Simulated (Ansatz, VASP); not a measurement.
# Cross-check of InGaP2 between VASP and Ansatz

One calculation is typed for both programs; each brings its own data sets. How far apart do they land? The cell is taken from a series of runs on this material, whose earlier steps may have relaxed, scaled, displaced or heated it; both programs get it as it stands.

Method: plane waves, with VASP 6.6.1 beside it; single point at PBEsol and single point at PBEsol, spin-orbit coupling, in Ansatz 0.2.0.

**1. The starting structure**

The cell holds 16 atoms: 4 Ga, 8 P and 4 In. Its edges and angles: a = 3.993 Å, b = 3.995 Å, c = 22.733 Å, α = 90.0°, β = 90.0°, γ = 90.0°. It derives from GaP. The structure's axis is c.

**2. Ansatz: single point, PBEsol**

Ansatz runs on its PAW soft_1 files.

A single point gives forces, pressure and levels at one fixed geometry, so differences don't come from the geometry; what else differs is listed under the comparison.

input.yaml

```yaml
crystal:
  lattice:
    - [3.9931171734, 0.0, 0.0]
    - [0.0, 3.9948280749, 0.0]
    - [0.0, 0.0, 22.7331460315]
  atoms:
    - { symbol: Ga, position: [0.0, 0.0, 0.0298829812] }
    - { symbol: P, position: [0.5, 0.0, 0.0876419645] }
    - { symbol: Ga, position: [0.5, 0.5, 0.1452615064] }
    - { symbol: P, position: [0.0, 0.5, 0.2029318105] }
    - { symbol: Ga, position: [0.0, 0.0, 0.2605683682] }
    - { symbol: P, position: [0.5, 0.0, 0.318218542] }
    - { symbol: Ga, position: [0.5, 0.5, 0.3759265656] }
    - { symbol: P, position: [0.0, 0.5, 0.4330638012] }
    - { symbol: In, position: [0.0, 0.0, 0.5008661547] }
    - { symbol: P, position: [0.5, 0.0, 0.5681784902] }
    - { symbol: In, position: [0.5, 0.5, 0.6355036697] }
    - { symbol: P, position: [0.0, 0.5, 0.7028859306] }
    - { symbol: In, position: [0.0, 0.0, 0.7702159405] }
    - { symbol: P, position: [0.5, 0.0, 0.8375910065] }
    - { symbol: In, position: [0.5, 0.5, 0.9048439073] }
    - { symbol: P, position: [0.0, 0.5, 0.9727199775] }
kpoints:
  mp_grid: { grid: [6, 6, 2] }
  band_path:
    path:
      - [[0.0, 0.0, 0.0], [0.5, 0.0, 0.0], [0.5, 0.5, 0.0], [0.0, 0.5, 0.0], [0.0, 0.0, 0.0], [0.0, 0.0, 0.5], [0.5, 0.0, 0.5], [0.5, 0.5, 0.5], [0.0, 0.5, 0.5], [0.0, 0.0, 0.5]]
      - [[0.5, 0.0, 0.0], [0.5, 0.0, 0.5]]
      - [[0.0, 0.5, 0.0], [0.0, 0.5, 0.5]]
      - [[0.5, 0.5, 0.0], [0.5, 0.5, 0.5]]
    npoints: 10
hamiltonian:
  xc: pbesol
  pseudopotentials: { kind: paw, azcp: { folder: soft_1 }, xc_functional: pbe }
scf:
  occupations: { method: fermi_dirac, width: 0.02 }
  n_extra_bands: 9
output:
  eigenvalues: true
  write_density: true
  write_potential: true
  elf: true
  volumetric_format: npy
```

Started as:

```bash
$ ansatz run input.yaml --threads 4 --pin off --max-ram 17510MiB --backend cpu --events-out ev --progress --plain --runs-dir out
```

Numbers of over 12 decimals in the logs are rounded to 6 here.

The program printed:

```text
scf.n_extra_bands = 9 over 72 filled bands (N_el = 144.0): the run solves 81 bands
Engine: ansatz 0.2.0, aarch64-unknown-linux-gnu
Pseudopotentials: kind: paw
Pseudopotential: Ga, paw, valence charge 13, recommended cutoff 420 eV (normal), soft_1/Ga.paw.azcp
Pseudopotential: P, paw, valence charge 5, recommended cutoff 420 eV (normal), soft_1/P.paw.azcp
Pseudopotential: In, paw, valence charge 13, recommended cutoff 420 eV (normal), soft_1/In.paw.azcp
Functional definition: PBEsol
  exchange = pbesol_x
  correlation = pbesol_c
Crystal: 16 atoms, lattice volume = 362.635 Å³
Basis set: ecut = 420 eV, 7099 PW (Γ)
Bands: 81, of which v1, the nominal top of the filled ones, is band 72 counted from 1 (71 counted from 0)
Symmetry: 4 space group operations
Space group: Pmm2 (ITA 25), of the structure as read, at distance tolerance 7.1e-5 Å
k-points: 32 of 72
Non-local potential: Ga, projectors of the file, l = 0: 2, l = 1: 2, l = 2: 3, l = 3: 1
Non-local potential: P, projectors of the file, l = 0: 2, l = 1: 2, l = 2: 1
Non-local potential: In, projectors of the file, l = 0: 2, l = 1: 2, l = 2: 2, l = 3: 1
PAW form: soft (Blöchl's): semilocal exchange-correlation on the pseudo side does not see the compensation charge
PAW frozen core: Ga, regenerated for the run's functional, and the local potential with it (the file was generated under x = pbe(κ = 0.804, μ = 0.219515), c = pbe(β = 0.066725))
PAW frozen core: P, regenerated for the run's functional, and the local potential with it (the file was generated under x = pbe(κ = 0.804, μ = 0.219515), c = pbe(β = 0.066725))
PAW frozen core: In, regenerated for the run's functional, and the local potential with it (the file was generated under x = pbe(κ = 0.804, μ = 0.219515), c = pbe(β = 0.066725))
PAW one-centre angular grid: Ga, 590 points (default); XC on 64 Gauss nodes
PAW one-centre angular grid: P, 110 points (default); XC on 64 Gauss nodes
PAW one-centre angular grid: In, 590 points (default); XC on 64 Gauss nodes
Initial density: superposition of atomic densities (chi_scale 0.1, normalization cell, long waves kept (reshape's long-wave potential 0.78 eV rms))
Initial wavefunctions: pseudopotential atomic-orbital guess
Functional: x = pbesol(κ = 0.804, μ = 0.123457), c = pbesol(β = 0.046)
SCF iter   1: F=—  HF=-43001.364198 eV  |F-HF|=—  |Δ(HF+E_count)|=         —  Δρ=3.81e-2  dr2=8.34e0  ethr=3.10e-3  ⟨swp⟩=9.4  Hψ=12053  notcnv=0
preconditioner: auto → Resta (q_TF=auto, 2.339 Å⁻¹)  ε∞=4.5  [insulator: Δε(μ)=0.558 eV  Ē_g=12.486 eV  σ=0.020 eV  W_gap=1.00  n_scr=88 (ndim 8)  ℏωp=23.4 eV  f_vac=0.000  D(μ)=0.00/eV (n_scr^D=0)  ε∞_Penn≈4.5]
SCF iter   2: F=—  HF=-42999.813432 eV  |F-HF|=—  |Δ(HF+E_count)|=    1.55e0  Δρ=2.21e-2  dr2=1.44e0  ethr=3.10e-3  ⟨swp⟩=3.3  Hψ=4082  notcnv=0  defer=76
SCF iter   3: F=—  HF=-42999.579395 eV  |F-HF|=—  |Δ(HF+E_count)|=   2.34e-1  Δρ=6.24e-3  dr2=2.54e-1  ethr=1.00e-3  ⟨swp⟩=2.8  Hψ=4890  notcnv=0  defer=75
SCF iter   4: F=—  HF=-42999.535848 eV  |F-HF|=—  |Δ(HF+E_count)|=   4.35e-2  Δρ=2.28e-3  dr2=2.48e-2  ethr=1.76e-4  ⟨swp⟩=4.0  Hψ=5447  notcnv=0  defer=73
SCF iter   5: F=—  HF=-42999.532718 eV  |F-HF|=—  |Δ(HF+E_count)|=   3.13e-3  Δρ=9.77e-4  dr2=3.96e-3  ethr=1.72e-5  ⟨swp⟩=2.1  Hψ=5487  notcnv=0  defer=77
SCF iter   6: F=—  HF=-42999.534827 eV  |F-HF|=—  |Δ(HF+E_count)|=   2.11e-3  Δρ=3.46e-4  dr2=7.68e-4  ethr=2.75e-6  ⟨swp⟩=2.0  Hψ=4964  notcnv=0  defer=77
SCF iter   7: F=—  HF=-42999.535312 eV  |F-HF|=—  |Δ(HF+E_count)|=   4.85e-4  Δρ=9.42e-5  dr2=5.96e-5  ethr=5.33e-7  ⟨swp⟩=2.0  Hψ=4819  notcnv=0  defer=77
SCF iter   8: F=—  HF=-42999.535437 eV  |F-HF|=—  |Δ(HF+E_count)|=   1.25e-4  Δρ=2.17e-5  dr2=1.69e-6  ethr=4.14e-8  ⟨swp⟩=2.1  Hψ=4785  notcnv=0  defer=77
SCF iter   9: F=—  HF=-42999.535440 eV  |F-HF|=—  |Δ(HF+E_count)|=   3.00e-6  Δρ=9.13e-6  dr2=2.39e-7  ethr=1.17e-9  ⟨swp⟩=2.0  Hψ=4820  notcnv=0  defer=77
SCF iter  10: F=—  HF=-42999.535440 eV  |F-HF|=—  |Δ(HF+E_count)|=   1.70e-7  Δρ=6.77e-6  dr2=1.17e-7  ethr=6.94e-11  ⟨swp⟩=14.7  Hψ=11556  notcnv=0
SCF iter  11: F=-42999.535440 eV  HF=-42999.535440 eV  |F-HF|=1.90e-8  |Δ(HF+E_count)|=   1.01e-7  Δρ=1.77e-6  dr2=1.71e-8  ethr=6.94e-11  ⟨swp⟩=3.0  Hψ=5706  notcnv=0
SCF 1 converged in 11 iterations: F = -42999.535440 eV  dr2 = 1.71e-8
  greatest PAW one-centre occupation: 0.994 electrons in one spin orbital (limit 2), on the Ga atom at site 0 (counted from 0), in its partial waves of l = 2
NSCF: frozen V_eff on 124 k-points
SCF converged after 11 iterations
Free energy (F): -42999.535440 eV
Harris-Foulkes:  -42999.535440 eV  (|F-HF|=1.90e-8)
Internal energy: -42999.535440 eV  (E = F + TS)
E sigma→0 (E₀):  -42999.535440 eV
Fermi energy:    7.540522 eV
--- Per-component energies (eV) ---
  E_band       = -452.352957
  E_kinetic    = 1873.093290
  E_local      = -12709.471488  (includes V_loc(G=0)·N_el)
  E_nonlocal   = 1207.277924
  E_hartree    = 6526.409019
  E_xc         = -1393.769018
  E_vxc        = -1069.515055  (∫ρ·V_xc dr)
  E_paw        = -28710.718428  (= ΣΔE_a)
  E_vpaw       = -2806.554016  (= ΣTr[D̂ρ^β])
  E_aug_tail   = -0.000325  (compensation charges beyond the density's cutoff)
  E_ewald      = -9797.120713
  E_core_change = 4.764299  (= ΣΔE_core)
  E_smearing   = -0.000000  (= −TS)
  E_closure    = -0.000000  (closes the sum)
  Σ components = -42999.535440   (vs F -42999.535440, Δ=0.00e0)
--- Band table (eV; the first three rows and the last of 32) ---
  k-point 0: bands = [... 68 lower, 6.4945, 6.9224, 7.0618, 7.0663, 8.0019, 8.2013, 8.2165, 8.6835, ... 5 higher]
  k-point 1: bands = [... 68 lower, 6.7301, 6.7331, 6.9860, 6.9912, 8.1911, 8.1942, 8.5264, 8.6884, ... 5 higher]
  k-point 2: bands = [... 68 lower, 6.5053, 6.5164, 6.6195, 6.9837, 8.5445, 8.8767, 8.9985, 9.0284, ... 5 higher]
  k-point 31: bands = [... 68 lower, 4.3682, 4.3749, 4.4115, 4.4123, 8.7729, 8.7842, 8.8899, 8.9073, ... 5 higher]
```

**3. VASP: single point, PBEsol**

The same cell, functional, mesh and smearing now go to VASP, with its own data sets.

Lines of VASP's logs that name or quote its potential files are left out, and so is its time.

INCAR

```
SYSTEM = InGaP2
PREC = Accurate
ENCUT = 400
EDIFF = 1E-06
NELM = 120
ISMEAR = -1
SIGMA = 0.02
LREAL = .FALSE.
ALGO = Normal
GGA = PS
NBANDS = 89
LORBIT = 11
LWAVE = .FALSE.
LCHARG = .FALSE.
ISIF = 2
LASPH = .TRUE.
GGA_COMPAT = .FALSE.
EFERMI = MIDGAP
KPAR = 4
```

POSCAR

```
InGaP2
1.0
    3.9931171734      0.0000000000      0.0000000000
    0.0000000000      3.9948280749      0.0000000000
    0.0000000000      0.0000000000     22.7331460315
Ga P In
4 8 4
Direct
    0.0000000000      0.0000000000      0.0298829812
    0.5000000000      0.5000000000      0.1452615064
    0.0000000000      0.0000000000      0.2605683682
    0.5000000000      0.5000000000      0.3759265656
    0.5000000000      0.0000000000      0.0876419645
    0.0000000000      0.5000000000      0.2029318105
    0.5000000000      0.0000000000      0.3182185420
    0.0000000000      0.5000000000      0.4330638012
    0.5000000000      0.0000000000      0.5681784902
    0.0000000000      0.5000000000      0.7028859306
    0.5000000000      0.0000000000      0.8375910065
    0.0000000000      0.5000000000      0.9727199775
    0.0000000000      0.0000000000      0.5008661547
    0.5000000000      0.5000000000      0.6355036697
    0.0000000000      0.0000000000      0.7702159405
    0.5000000000      0.5000000000      0.9048439073
```

KPOINTS

```
Automatic mesh
0
Gamma
6 6 2
0 0 0
```

The projector-augmented-wave data sets are Ga_d, P and In_d (PBE family, release 64).

Started as:

```bash
$ mpirun -np 4 vasp_std
```

The program printed:

```text
[banner, memory and clock lines left out]
running    4 mpi-ranks, on    1 nodes
 distrk:  each k-point on    1 cores,    4 groups
 distr:  one band on    1 cores,    1 groups

 POSCAR found type information on POSCAR GaP In
 POSCAR found :  3 types and      16 ions
|                                                                             |
|               ----> ADVICE to this user running VASP <----                  |
|                                                                             |
|     You enforced a specific xc type in the INCAR file but a different       |
|     [... a line on the potential file left out ...]
|     I HOPE YOU KNOW WHAT YOU ARE DOING!                                     |
|                                                                             |

 LDA part: xc-table for (Slater+PW92), standard interpolation
 POSCAR, INCAR and KPOINTS ok, starting setup
 FFT: planning ... GRIDC
 FFT: planning ... GRID_SOFT
 FFT: planning ... GRID
 WAVECAR not read
 entering main loop
       N       E                     dE             d eps       ncg     rms          rms(c)
DAV:   1     0.142848922034E+04    0.14285E+04   -0.52196E+04  5968   0.183E+03
DAV:   2     0.209546647669E+03   -0.12189E+04   -0.11732E+04  5904   0.540E+02
DAV:   3    -0.537452182809E+02   -0.26329E+03   -0.24870E+03  6498   0.218E+02
DAV:   4    -0.774900918165E+02   -0.23745E+02   -0.23335E+02  7265   0.632E+01
DAV:   5    -0.786371238106E+02   -0.11470E+01   -0.11396E+01  8232   0.147E+01    0.154E+01
DAV:   6    -0.761566164713E+02    0.24805E+01   -0.49375E+00  8198   0.178E+01    0.804E+00
DAV:   7    -0.759195296274E+02    0.23709E+00   -0.25380E+00  8328   0.558E+00    0.259E+00
DAV:   8    -0.759002734171E+02    0.19256E-01   -0.58762E-01  7824   0.541E+00    0.126E+00
DAV:   9    -0.758925712442E+02    0.77022E-02   -0.39153E-02  7272   0.173E+00    0.777E-01
DAV:  10    -0.758896906611E+02    0.28806E-02   -0.16442E-02  8088   0.111E+00    0.420E-01
DAV:  11    -0.758900292125E+02   -0.33855E-03   -0.46258E-03  7528   0.671E-01    0.101E-01
DAV:  12    -0.758901426020E+02   -0.11339E-03   -0.13316E-03  7256   0.236E-01    0.103E-01
DAV:  13    -0.758901502328E+02   -0.76307E-05   -0.24093E-04  8664   0.145E-01    0.692E-02
DAV:  14    -0.758901548244E+02   -0.45916E-05   -0.78255E-05  7128   0.537E-02    0.245E-02
DAV:  15    -0.758901566972E+02   -0.18728E-05   -0.11040E-05  5952   0.426E-02    0.196E-02
DAV:  16    -0.758901566970E+02    0.21464E-09   -0.31639E-06  4760   0.161E-02
   1 F= -.75890157E+02 E0= -.75890157E+02  d E =-.259353E-11
```

OUTCAR, selected parts (step 3):

```text
ion  position               nearest neighbor table
   1  0.000  0.000  0.030-  12 2.38  12 2.38   5 2.39   5 2.39
   2  0.500  0.500  0.145-   6 2.39   6 2.39   5 2.39   5 2.39
   3  0.000  0.000  0.261-   7 2.39   7 2.39   6 2.39   6 2.39
   4  0.500  0.500  0.376-   8 2.38   8 2.38   7 2.39   7 2.39
   5  0.500  0.000  0.088-   2 2.39   2 2.39   1 2.39   1 2.39
   6  0.000  0.500  0.203-   2 2.39   2 2.39   3 2.39   3 2.39
   7  0.500  0.000  0.318-   3 2.39   3 2.39   4 2.39   4 2.39
   8  0.000  0.500  0.433-   4 2.38   4 2.38  13 2.52  13 2.52
   9  0.500  0.000  0.568-  13 2.52  13 2.52  14 2.52  14 2.52
  10  0.000  0.500  0.703-  15 2.52  15 2.52  14 2.52  14 2.52
  11  0.500  0.000  0.838-  16 2.52  16 2.52  15 2.52  15 2.52
  12  0.000  0.500  0.973-   1 2.38   1 2.38  16 2.52  16 2.52
  13  0.000  0.000  0.501-   9 2.52   9 2.52   8 2.52   8 2.52
  14  0.500  0.500  0.636-   9 2.52   9 2.52  10 2.52  10 2.52
  15  0.000  0.000  0.770-  11 2.52  11 2.52  10 2.52  10 2.52
  16  0.500  0.500  0.905-  11 2.52  11 2.52  12 2.52  12 2.52

  LATTYP: Found a simple orthorhombic cell.
 ALAT       =     3.9931171734
 B/A-ratio  =     1.0004284626
 C/A-ratio  =     5.6930826330

 Subroutine GETGRP returns: Found  4 space group operations
 (whereof  4 operations were pure point group operations)

The static configuration has the point symmetry C_2v.

 Found     32 irreducible k-points:

   k-points           NKPTS =     32   k-points in BZ     NKDIM =     32   number of bands    NBANDS=     89

   dimension x,y,z NGX =    28 NGY =   28 NGZ =  150
   dimension x,y,z NGXF=    56 NGYF=   56 NGZF=  300

   ENCUT  =  400.0 eV  29.40 Ry    5.42 a.u.   6.51  6.51 37.07*2*pi/ulx,y,z

   NELECT =     144.0000    total number of electrons

 k-points in reciprocal lattice and weights: Automatic mesh
   0.00000000  0.00000000  0.00000000       0.014
   0.16666667  0.00000000  0.00000000       0.028
   0.33333333  0.00000000  0.00000000       0.028
   0.50000000  0.00000000  0.00000000       0.014
   0.00000000  0.16666667  0.00000000       0.028
   0.16666667  0.16666667  0.00000000       0.056
   0.33333333  0.16666667  0.00000000       0.056
   0.50000000  0.16666667  0.00000000       0.028
   0.00000000  0.33333333  0.00000000       0.028
[...]
0.33333333  0.50000000  0.50000000       0.028
   0.50000000  0.50000000  0.50000000       0.014

 average (electrostatic) potential at core
       1 -64.9352       2 -64.9190       3 -64.9198       4 -64.9378       5 -83.1253
       6 -83.1287       7 -83.1263       8 -83.0244       9 -82.9165      10 -82.9128
      11 -82.9156      12 -83.0207      13 -95.6854      14 -95.6906      15 -95.6901
      16 -95.6833

 E-fermi :   5.4395

 k-point     1 :       0.0000    0.0000    0.0000
  band No.  band energies     occupation
    ...
     68       4.3931      2.00000
     69       4.3979      2.00000
     70       4.8263      2.00000
     71       4.9659      2.00000
     72       4.9704      2.00000
     73       5.9086      0.00000
     74       6.1038      0.00000
     75       6.1211      0.00000
     76       6.5875      0.00000
     77       6.6562      0.00000
    ...

 k-point     2 :       0.1667    0.0000    0.0000
  band No.  band energies     occupation
    ...
     68       4.2270      2.00000
     69       4.4039      2.00000
     70       4.4203      2.00000
     71       4.5235      2.00000
     72       4.8832      2.00000
     73       6.4436      0.00000
     74       6.7792      0.00000
     75       6.9007      0.00000
     76       6.9323      0.00000
     77       7.1274      0.00000
    ...

 k-point     3 :       0.3333    0.0000    0.0000
  band No.  band energies     occupation
    ...
     68       3.8735      2.00000
     69       3.9040      2.00000
     70       4.0697      2.00000
     71       4.3485      2.00000
     72       4.6209      2.00000
     73       6.5765      0.00000
     74       6.6840      0.00000
     75       6.7863      0.00000
     76       6.8638      0.00000
     77       7.0529      0.00000
    ...

  Total       -0.3303441     -0.4186960     -0.3424664      0.0000000      0.0000000      0.0000000
  in kB       -1.4595114     -1.8498638     -1.5130696      0.0000000      0.0000000      0.0000000
  external PRESSURE =      -1.6074816 kB  Pullay stress =       0.0000000 kB

  energy-cutoff  :      400.00
  volume of cell :      362.63
      direct lattice vectors                 reciprocal lattice vectors
     3.993117173  0.000000000  0.000000000     0.250430918  0.000000000  0.000000000
     0.000000000  3.994828075  0.000000000     0.000000000  0.250323664  0.000000000
     0.000000000  0.000000000 22.733146031     0.000000000  0.000000000  0.043988632

 POSITION                                       TOTAL-FORCE (eV/Angst)
 -----------------------------------------------------------------------------------
      0.00000      0.00000      0.67933         0.000000      0.000000     -0.006423
      1.99656      1.99741      3.30225         0.000000      0.000000     -0.000643
      0.00000      0.00000      5.92354         0.000000      0.000000      0.001562
      1.99656      1.99741      8.54599         0.000000      0.000000     -0.000726
      1.99656      0.00000      1.99238         0.000000      0.000000     -0.002125
      0.00000      1.99741      4.61328         0.000000      0.000000     -0.000367
      1.99656      0.00000      7.23411         0.000000      0.000000     -0.001431
      0.00000      1.99741      9.84490         0.000000      0.000000     -0.007286
      1.99656      0.00000     12.91648         0.000000      0.000000     -0.002992
      0.00000      1.99741     15.97881         0.000000      0.000000     -0.001591
      1.99656      0.00000     19.04108         0.000000      0.000000     -0.001001
      0.00000      1.99741     22.11299         0.000000      0.000000      0.010837
      0.00000      0.00000     11.38626         0.000000      0.000000      0.005928
      1.99656      1.99741     14.44700         0.000000      0.000000      0.002021
      0.00000      0.00000     17.50943         0.000000      0.000000      0.000767
      1.99656      1.99741     20.56995         0.000000      0.000000      0.003469
 -----------------------------------------------------------------------------------
    total drift:                                0.000000      0.000000     -0.001105

  FREE ENERGIE OF THE ION-ELECTRON SYSTEM (eV)
  ---------------------------------------------------
  free  energy   TOTEN  =       -75.8901566970 eV

  energy  without entropy=      -75.8901566970  energy(sigma->0) =      -75.89015670

 total charge
# of ion       s       p       d       tot
------------------------------------------
    1        0.862   0.810  10.007  11.679
    2        0.863   0.814  10.005  11.681
    3        0.863   0.814  10.005  11.682
    4        0.862   0.811  10.007  11.679
    5        1.022   1.484   0.000   2.505
    6        1.021   1.485   0.000   2.506
    7        1.022   1.484   0.000   2.505
    8        1.023   1.491   0.000   2.514
    9        1.026   1.495   0.000   2.521
   10        1.026   1.495   0.000   2.521
   11        1.026   1.495   0.000   2.521
   12        1.023   1.490   0.000   2.513
   13        0.833   0.805   9.903  11.541
   14        0.832   0.801   9.905  11.538
   15        0.832   0.801   9.905  11.538
   16        0.833   0.805   9.903  11.541
--------------------------------------------------
tot         14.968  18.380  79.639 112.986

[... 3 further parts left out ...]
```

The run ends at a pressure of -0.16 GPa, with forces up to 0.011 eV/Å.

**4. Differences**

Known differences besides the potentials themselves: the cutoff is 420 eV in Ansatz and 400 eV in VASP; Ansatz makes its cores anew for this functional, VASP keeps those of its PBE data sets. Total energies have different zeros and are not compared.

Both answers:

```csv
quantity,Ansatz,VASP,difference
gap on the k mesh (eV),0.936,0.938,-0.003
```

A gap on the mesh is an upper bound, since the band edges may lie between its points.

[end of part 1 of 2]

[Lines on the potential files, build, host, timing and source positions are cut from VASP's logs without a mark.]

[Logs are printed without paths, hosts, clocks, repeated set-up lines and the standing remarks that a program may print on its own settings, such as how far it seeks lower states.]

[Hosts, paths, dates, database ids (printed as entryN), source tags and the programs' standing remarks are cut or masked in the printed files.]
